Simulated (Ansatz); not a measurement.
TiAl: equation of state with r2SCAN

TiAl:

```
Ti Al
1.0
     2.86726    0.00000    0.00000
    -1.43363    2.48312    0.00000
     0.00000    0.00000    4.67808
Ti Al
1 1
Cartesian
  0.0000 0.0000 0.0000
  0.0000 1.6554 2.3390
```

The cell comes from a database or a generator and needn't be the stable form of this composition.

| Quantity | Value |
| --- | --- |
| Program | Ansatz 0.2.0 |
| Task | equation of state |
| Functional | r2SCAN |
| Potentials or basis | Ansatz PAW |
| Cutoff | 500 eV |
| Density cutoff | 2000 eV |
| k mesh | 11 × 11 × 6 |
| Occupations | fermi-dirac, width 0.05 eV |
| Spin | no spin polarisation |

The equilibrium volume is 16.50 Å³/atom. The bulk modulus at fixed shape and positions is 114 GPa. The pressure derivative of the bulk modulus is 3.7.

Energy against volume, from the lowest point:
| volume (Å³/atom) | energy (meV/atom) |
| --- | --- |
| 15.654 | 15.97 |
| 15.987 | 5.30 |
| 16.320 | 0.14 |
| 16.653 | 0.00 |
| 16.986 | 4.43 |
| 17.320 | 13.02 |
| 17.653 | 25.38 |

All runs of the series together: 20 s on 2 threads of Arm Neoverse V2 (shared host).

Caveat: the cell was scaled at fixed shape and fractional positions, which overstates the stiffness of a crystal with free parameters, most of all of layers and chains; the PAW data sets were made with another functional, which shifts forces and pressure a little.
